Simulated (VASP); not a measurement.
# TePb (Fm-3m) in VASP: further runs

One crystal, TePb, is run at these levels: r2SCAN, PBE; tasks: relaxation of cell and atoms.

All numbers are computed with VASP 6.6.1; they aren't measurements. Logs are shortened: lines on timing, memory, paths and dates and some standing lists are left out, and cuts for length are marked.

**1. The structure**

It takes space group Fm-3m (No. 225, cubic). The conventional cell has a = 6.462 Å, b = 6.462 Å, c = 6.462 Å, α = 90.00°, β = 90.00°, γ = 90.00°. Around Te (site symmetry m-3m) lie 6 Pb at 3.23 Å. Pb (site symmetry m-3m) is surrounded by 6 Te at 3.23 Å.

**2. Relaxation of cell and atoms, r2SCAN**

INCAR

```
SYSTEM = TePb
ALGO = Normal
EDIFF = 1E-6
EDIFFG = -0.01
ENCUT = 600
IBRION = 2
ISIF = 3
ISMEAR = 0
LASPH = .TRUE.
LCHARG = .FALSE.
LMIXTAU = .TRUE.
LREAL = .FALSE.
LWAVE = .FALSE.
METAGGA = R2SCAN
NELM = 80
NSW = 90
PREC = Accurate
SIGMA = 0.03
```

KPOINTS

```
k-points
0
G
  10 10 10
  0 0 0
```

POSCAR

```
TePb
1.0
    0.0000000000      3.2310000000      3.2310000000
    3.2310000000      0.0000000000      3.2310000000
    3.2310000000      3.2310000000      0.0000000000
Te Pb
1 1
Direct
    0.5000000000      0.5000000000      0.5000000000
    0.0000000000      0.0000000000      0.0000000000
```

Potentials or basis: VASP PAW PBE potentials, release 64 (Te, Pb_d).

Started as:

```
> cat potpaw_PBE.64/Te/POTCAR potpaw_PBE.64/Pb_d/POTCAR > POTCAR
> mpirun -np 1 vasp_std > vasp.out
```

OUTCAR:

```text
SYSTEM = TePb
   EDIFF = 1E-6
   EDIFFG = -0.01
   ENCUT = 600
   IBRION = 2
   ISIF = 3
   ISMEAR = 0
   LASPH = .TRUE.
   LREAL = .FALSE.
   METAGGA = R2SCAN
   NELM = 80
   NSW = 90
   PREC = Accurate

 ion  position               nearest neighbor table
   1  0.500  0.500  0.500-   2 3.23   2 3.23   2 3.23   2 3.23   2 3.23   2 3.23
   2  0.000  0.000  0.000-   1 3.23   1 3.23   1 3.23   1 3.23   1 3.23   1 3.23

  LATTYP: Found a face centered cubic cell.
 ALAT       =     6.4620000000

  Lattice vectors:

 A1 = (   0.0000000000,   3.2310000000,   3.2310000000)
 A2 = (   3.2310000000,   0.0000000000,   3.2310000000)
 A3 = (   3.2310000000,   3.2310000000,   0.0000000000)

Analysis of symmetry for initial positions (statically):
=====================================================================
 Subroutine PRICEL returns:
 Original cell was already a primitive cell.

 Routine SETGRP: Setting up the symmetry group for a
 face centered cubic supercell.

 Subroutine GETGRP returns: Found 48 space group operations
 (whereof 48 operations were pure point group operations)
 out of a pool of 48 trial point group operations.

The static configuration has the point symmetry O_h .

Analysis of symmetry for dynamics (positions and initial velocities):
=====================================================================
 Subroutine PRICEL returns:
 Original cell was already a primitive cell.

 Routine SETGRP: Setting up the symmetry group for a
 face centered cubic supercell.

 Subroutine GETGRP returns: Found 48 space group operations
 (whereof 48 operations were pure point group operations)
 out of a pool of 48 trial point group operations.

The dynamic configuration has the point symmetry O_h .

 Subroutine INISYM returns: Found 48 space group operations
 (whereof 48 operations are pure point group operations),
 and found     1 'primitive' translations

----------------------------------------------------------------------------------------

                                     Primitive cell

  volume of cell :      67.4592

  direct lattice vectors                    reciprocal lattice vectors
     0.000000000  3.231000000  3.231000000    -0.154750851  0.154750851  0.154750851
     3.231000000  0.000000000  3.231000000     0.154750851 -0.154750851  0.154750851
     3.231000000  3.231000000  0.000000000     0.154750851  0.154750851 -0.154750851

  length of vectors
     4.569324020  4.569324020  4.569324020     0.268036337  0.268036337  0.268036337

  position of ions in fractional coordinates (direct lattice)
     0.500000000  0.500000000  0.500000000
     0.000000000  0.000000000  0.000000000

  ion indices of the primitive-cell ions
   primitive index   ion index
                 1           1
                 2           2

----------------------------------------------------------------------------------------

 KPOINTS: k-points

Automatic generation of k-mesh.
 Grid dimensions read from file:
 generate k-points for:   10   10   10

 Generating k-lattice:

  Cartesian coordinates                     Fractional coordinates (reciprocal lattice)
    -0.015475085  0.015475085  0.015475085     0.100000000  0.000000000  0.000000000
     0.015475085 -0.015475085  0.015475085     0.000000000  0.100000000  0.000000000
     0.015475085  0.015475085 -0.015475085     0.000000000  0.000000000  0.100000000

  Length of vectors
     0.026803634  0.026803634  0.026803634

  Shift w.r.t. Gamma in fractional coordinates (k-lattice)
     0.000000000  0.000000000  0.000000000

 Subroutine IBZKPT returns following result:
 ===========================================

 Found     47 irreducible k-points:

 Following reciprocal coordinates:
            Coordinates               Weight
  0.000000  0.000000  0.000000      1.000000
  0.100000  0.000000  0.000000      8.000000
  0.200000  0.000000  0.000000      8.000000
  0.300000  0.000000  0.000000      8.000000
  0.400000  0.000000  0.000000      8.000000
  0.500000  0.000000  0.000000      4.000000
[... 16 lines left out ...]
  0.300000  0.300000  0.000000      6.000000
  0.400000  0.300000  0.000000     24.000000
 [... further k-points ...]
   k-points           NKPTS =     47   k-points in BZ     NKDIM =     47   number of bands    NBANDS=     14
   number of dos      NEDOS =    301   number of ions     NIONS =      2
   total plane-waves  NPLWV =  64000
   dimension x,y,z NGX =    40 NGY =   40 NGZ =   40
   dimension x,y,z NGXF=    80 NGYF=   80 NGZF=   80
   ions per type =               1   1
   NGX,Y,Z   is equivalent  to a cutoff of  14.55, 14.55, 14.55 a.u.
   NGXF,Y,Z  is equivalent  to a cutoff of  29.11, 29.11, 29.11 a.u.
 SYSTEM =  TePb
   PREC   = accura    normal or accurate (medium, high low for compatibility)
   ISTART =      0    job   : 0-new  1-cont  2-samecut
   ICHARG =      2    charge: 1-file 2-atom 10-const
   ISPIN  =      1    spin polarized calculation?
   LNONCOLLINEAR =      F non collinear calculations
   LSORBIT =      F    spin-orbit coupling
   LASPH  =      T    aspherical Exc in radial PAW
   ENCUT  =  600.0 eV  44.10 Ry    6.64 a.u.   9.13  9.13  9.13*2*pi/ulx,y,z
   NELM   =     80;   NELMIN=  2; NELMDL= -5     # of ELM steps
   EDIFF  = 0.1E-05   stopping-criterion for ELM
   LREAL  =      F    real-space projection
   EDIFFG = -.1E-01   stopping-criterion for IOM
   NSW    =     90    number of steps for IOM
   IBRION =      2    ionic relax: 0-MD 1-quasi-New 2-CG
   NFREE  =      1    steps in history (QN), initial steepest desc. (CG)
   ISIF   =      3    stress and relaxation
   ISYM   =      2    0-nonsym 1-usesym 2-fastsym
   POTIM  = 0.5000    time-step for ionic-motion
   TEBEG  =    0.0;   TEEND  =   0.0 temperature during run
   PSTRESS=    0.0 pullay stress
   NELECT =      20.0000    total number of electrons
   NUPDOWN=      -1.0000    fix difference up-down
   EMIN   =  10.00;   EMAX   =-10.00  energy-range for DOS
   EFERMI =   0.00;   METHOD = LEGACY
   ISMEAR =     0;   SIGMA  =   0.03  broadening in eV -4-tet -1-fermi 0-gaus
   EFERMI_NEDOS =   21; number of points for ismear=-14 and -15
   IALGO  =     38    algorithm
   IMIX   =      4    mixing-type and parameters
     AMIX     =   0.40;   BMIX     =  1.00
     AMIX_MAG =   1.60;   BMIX_MAG =  1.00
  volume/ion in A,a.u.               =      33.73       227.62
  Fermi-wavevector in a.u.,A,eV,Ry     =   1.091619  2.062861 16.213147  1.191633
  Thomas-Fermi vector in A             =   2.227868
   LORBIT       =      0    0 simple, 1 ext, 2 COOP (PROOUT), +10 PAW based schemes
   METAGGA = R2SCAN    functional components
   LHFCALC =     F    Hartree Fock is set to
   AEXX    =    0.0000 exact exchange contribution
   IVDW    =     0    specifies the selected vdW correction
   LEPSILON=     F    determine dielectric tensor
   LRPA    =     F    only Hartree local field effects (RPA)
 conjugate gradient relaxation of ions
 non-spin polarized calculation
 Gauss-broadening in eV      SIGMA  =   0.03
  energy-cutoff  :      600.00
  volume of cell :       67.46
 maximum number of plane-waves:      2272
 NGX is ok and might be reduce to    40
   NGX = 19   NGY = 19   NGZ = 19

--------------------------------------- Ionic step        1  -------------------------------------------

 number of electron      19.9999998 magnetization

 Free energy of the ion-electron system (eV)
  ---------------------------------------------------
  ext. energy  EPLUGINS =         0.00000000
  ---------------------------------------------------
  free energy    TOTEN  =       -82.69583868 eV

  energy without entropy =      -82.69583868  energy(sigma->0) =      -82.69583868

------------------------ aborting loop because EDIFF is reached ----------------------------------------

  FORCE on cell =-STRESS in cart. coord.  units (eV):
  Direction    XX          YY          ZZ          XY          YZ          ZX
  --------------------------------------------------------------------------------------
  -------------------------------------------------------------------------------------
  Total        0.6477548      0.6477548      0.6477548      0.0000000      0.0000000     -0.0000000
  in kB       15.3843923     15.3843923     15.3843923      0.0000000      0.0000000     -0.0000000
  external PRESSURE =      15.3843923 kB  Pullay stress =       0.0000000 kB
[... 57 lines left out ...]
  energy  without entropy=      -82.7050995477  energy(sigma->0) =      -82.70509955

--------------------------------------- Ionic step        3  -------------------------------------------

 number of electron      20.0000001 magnetization

 Free energy of the ion-electron system (eV)
  ---------------------------------------------------
  ext. energy  EPLUGINS =         0.00000000
  ---------------------------------------------------
  free energy    TOTEN  =       -82.70659622 eV

  energy without entropy =      -82.70659622  energy(sigma->0) =      -82.70659622

 E-fermi :   5.2750     XC(G=0):  -9.6541

 val. band max:        5.0711835644   @ k =   0.5000   0.0000   0.0000
 cond. band min:       6.1645541757   @ k =   0.5000   0.0000   0.0000
 fundamental gap:      1.0933706112
 Fermi energy:         5.2749910919

 k-point     1 :       0.0000    0.0000    0.0000
  band No.  band energies     occupation
      1     -12.2437      2.00000
      2     -12.2437      2.00000
      3     -12.2346      2.00000
      4     -12.2346      2.00000
      5     -12.2346      2.00000
      6      -7.1521      2.00000
      7      -0.6466      2.00000
      8       3.7172      2.00000
      9       3.7172      2.00000
     10       3.7172      2.00000
     11       9.3896      0.00000
     12       9.3896      0.00000
     13       9.3896      0.00000
     14      11.3382      0.00000
[... 375 lines left out ...]
 k-point    24 :       0.4000    0.3000    0.0000
  band No.  band energies     occupation
      1     -12.2846      2.00000
      2     -12.2399      2.00000
      3     -12.2379      2.00000
      4     -12.2177      2.00000
      5     -12.2168      2.00000
      6      -5.9066      2.00000
      7      -2.4355      2.00000
      8       2.0361      2.00000
      9       2.6374      2.00000
     10       2.7081      2.00000
     11       9.2146      0.00000
     12       9.7463      0.00000
     13       9.9232      0.00000
     14      10.1231      0.00000

 [... further k-points ...]
[... 5 lines left out ...]
  --------------------------------------------------------------------------------------
  -------------------------------------------------------------------------------------
  Total        0.0028907      0.0028907      0.0028907      0.0000000      0.0000000      0.0000000
  in kB        0.0663828      0.0663828      0.0663828      0.0000000      0.0000000      0.0000000
  external PRESSURE =       0.0663828 kB  Pullay stress =       0.0000000 kB
[... 17 lines left out ...]
  FREE ENERGIE OF THE ION-ELECTRON SYSTEM (eV)
  ---------------------------------------------------
  free  energy   TOTEN  =       -82.7065962190 eV

  energy  without entropy=      -82.7065962190  energy(sigma->0) =      -82.70659622

 reached required accuracy - stopping structural energy minimisation
```

It took 7.6 min on 1 thread of Intel Xeon Platinum 8488C (Sapphire Rapids), shared host; peak memory 0.31 GiB.

Results:

```
Free energy                            : -82.7066 eV
Relaxed volume                         : 34.88 Å³/atom
Relaxed cell                           : a = 4.621 Å, b = 4.621 Å, c = 4.621 Å, α = 60.00°, β = 60.00°, γ = 60.00°
Space group after relaxing (to 0.05 Å) : Fm-3m (No. 225)
Energy gained by relaxing              : 5.4 meV/atom
Ionic steps                            : 3
Pressure after relaxing                : 0.0 GPa
Band gap on the k mesh                 : 1.09 eV, direct
```

Step by step:
```
step  energy change (eV)  largest force (eV/Å)  pressure (GPa)  volume (Å³)
   1              0.0000                0.0000            1.54        67.46
   2             -0.0093                0.0000           -0.53        70.67
   3             -0.0108                0.0000            0.01        69.77
```

Final structure:
```xyz
2
Lattice="0.0000 3.2674 3.2674 3.2674 0.0000 3.2674 3.2674 3.2674 0.0000" Properties=species:S:1:pos:R:3 pbc="T T T"
Te    3.2674    3.2674    3.2674
Pb    0.0000    0.0000    0.0000
```

Levels at points of the mesh, in eV from the valence-band top:
```
           k point  band 6  band 7  band 8  band 9  band 10  band 11  band 12  band 13  band 14
(0.00, 0.00, 0.00)  -12.22   -5.72   -1.35   -1.35    -1.35     4.32     4.32     4.32     6.27
(0.50, 0.00, 0.00)  -10.80   -8.71   -0.90   -0.90     0.00     1.09     1.51     1.51     8.91
(0.50, 0.50, 0.00)  -10.56   -7.44   -4.41   -2.76    -2.76     3.74     5.71     5.71     6.97
```

Caveat: the PAW data sets were made with another functional, which shifts forces and pressure a little; spin-orbit coupling is left out, which as a rule narrows the gap of such compounds by several tenths of an eV.

**3. Relaxation of cell and atoms, r2SCAN**

This run uses another cell than the first one, of 34.88 Å³/atom, 1.034 times its volume.

INCAR, as its differences from that of step 2:

```diff
@@ -2,4 +2,4 @@
 ALGO = Normal
-EDIFF = 1E-6
-EDIFFG = -0.01
+EDIFF = 1E-7
+EDIFFG = -0.005
 ENCUT = 600
```

KPOINTS is that of step 2.

POSCAR

```
TePb                                    
1.0
    0.0000000000      3.2674499145      3.2674499145
    3.2674499145      0.0000000000      3.2674499145
    3.2674499145      3.2674499145     -0.0000000000
  Te              Pb            
     1     1
Direct
     0.5000000000000000    0.5000000000000000    0.5000000000000000
     0.0000000000000000    0.0000000000000000    0.0000000000000000
```

Potentials or basis: VASP PAW PBE potentials, release 64 (Te, Pb_d).

Started as:

```
> cat potpaw_PBE.64/Te/POTCAR potpaw_PBE.64/Pb_d/POTCAR > POTCAR
> mpirun -np 1 vasp_std > vasp.out
```

Wall time 4.5 min (1 thread of Intel Xeon Platinum 8488C (Sapphire Rapids), shared host); peak memory 0.3 GiB.

Results (log left out):

* Free energy: -82.7069 eV
* Pressure after relaxing: 0.0 GPa
* Band gap on the k mesh: 1.09 eV, direct

Final structure:
```xyz
2
Lattice="0.0000 3.2674 3.2674 3.2674 0.0000 3.2674 3.2674 3.2674 0.0000" Properties=species:S:1:pos:R:3 pbc="T T T"
Te    3.2674    3.2674    3.2674
Pb    0.0000    0.0000    0.0000
```

Levels at points of the mesh, in eV from the valence-band top:
```
           k point  band 6  band 7  band 8  band 9  band 10  band 11  band 12  band 13  band 14
(0.00, 0.00, 0.00)  -12.22   -5.72   -1.35   -1.35    -1.35     4.32     4.32     4.32     6.27
(0.50, 0.00, 0.00)  -10.80   -8.71   -0.90   -0.90     0.00     1.09     1.51     1.51     8.91
(0.50, 0.50, 0.00)  -10.56   -7.44   -4.41   -2.76    -2.76     3.74     5.71     5.71     6.97
```

Caveat: the relaxation stopped at its first step, so nothing moved; the PAW data sets were made with another functional, which shifts forces and pressure a little; spin-orbit coupling is left out, which as a rule narrows the gap of such compounds by several tenths of an eV.

(Part 1 of 2 ends here.)
